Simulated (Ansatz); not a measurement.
Relaxed (111) slab cut from C (space group Fmmm (No. 69)); the slab's formula is C, its outer planes C (top) and C (bottom):

```
C
1.0
     2.45883    0.00000    0.00000
     0.61472    3.84180    0.00000
     0.00000    0.00000   25.91219
C
12
Cartesian
  1.8430 0.2845 7.6166
  0.6137 0.4885 8.1923
  0.6142 0.9606 9.5868
  1.8436 1.1800 10.2457
  1.8439 1.6272 11.6067
  0.6146 1.8451 12.2767
  0.6150 2.2857 13.6356
  1.8445 2.5036 14.3055
  1.8448 2.9509 15.6665
  0.6154 3.1704 16.3253
  0.6159 3.6427 17.7198
  1.8454 3.8468 18.2954
```

All numbers below come from DFT PBEsol, scalar-relativistic, plane waves, PAW in Ansatz. Settings: cutoff 420 eV, Γ-centred mesh 11×7×1 on the computed 12-atom cell, Gaussian smearing of 0.05 eV; no spin polarisation. A dipole correction removes the field between periodic images along c.

The potential is the smooth part; its values at the atoms depend on the PAW datasets.

Q: How does the plane-averaged electrostatic potential energy of an electron run along c, counted from the Fermi level?

A: (z (Å), V (eV)): (2.88, 5.97), (3.17, 5.97), (3.45, 5.97), (3.74, 5.97), (4.03, 5.97), (4.32, 5.97), (4.61, 5.97), (4.89, 5.97), (5.18, 5.96), (5.47, 5.94), (5.76, 5.91), (6.05, 5.81), (6.33, 5.58), (6.62, 4.98), (6.91, 3.48), (7.20, -0.49), (7.49, -5.51), (7.77, -8.70), (8.06, -8.77), (8.35, -5.93), (8.64, -1.68), (8.93, 0.21), (9.21, -2.76), (9.50, -6.57), (9.79, -8.16), (10.08, -8.07), (10.36, -6.22), (10.65, -2.28), (10.94, 0.04), (11.23, -2.68), (11.52, -6.44), (11.80, -7.96), (12.09, -7.92), (12.38, -6.30), (12.67, -2.46), (12.96, 0.07), (13.24, -2.46), (13.53, -6.30), (13.82, -7.92), (14.11, -7.96), (14.40, -6.44), (14.68, -2.68), (14.97, 0.04), (15.26, -2.28), (15.55, -6.22), (15.84, -8.07), (16.12, -8.16), (16.41, -6.57), (16.70, -2.76), (16.99, 0.21), (17.27, -1.68), (17.56, -5.93), (17.85, -8.77), (18.14, -8.70), (18.43, -5.51), (18.71, -0.49), (19.00, 3.48), (19.29, 4.98), (19.58, 5.58), (19.87, 5.81), (20.15, 5.91), (20.44, 5.95), (20.73, 5.96), (21.02, 5.97), (21.31, 5.97), (21.59, 5.97), (21.88, 5.97), (22.17, 5.97), (22.46, 5.97), (22.75, 5.97), (23.03, 5.97)

The vacuum level lies 5.97 eV above the Fermi level.

The reference crystal is a form of C, which isn't its usual structure.

Cost: 1 run of about 6.4 core-minutes, on Intel Xeon Platinum 8259CL (Skylake/Cascade Lake) (shared hosts).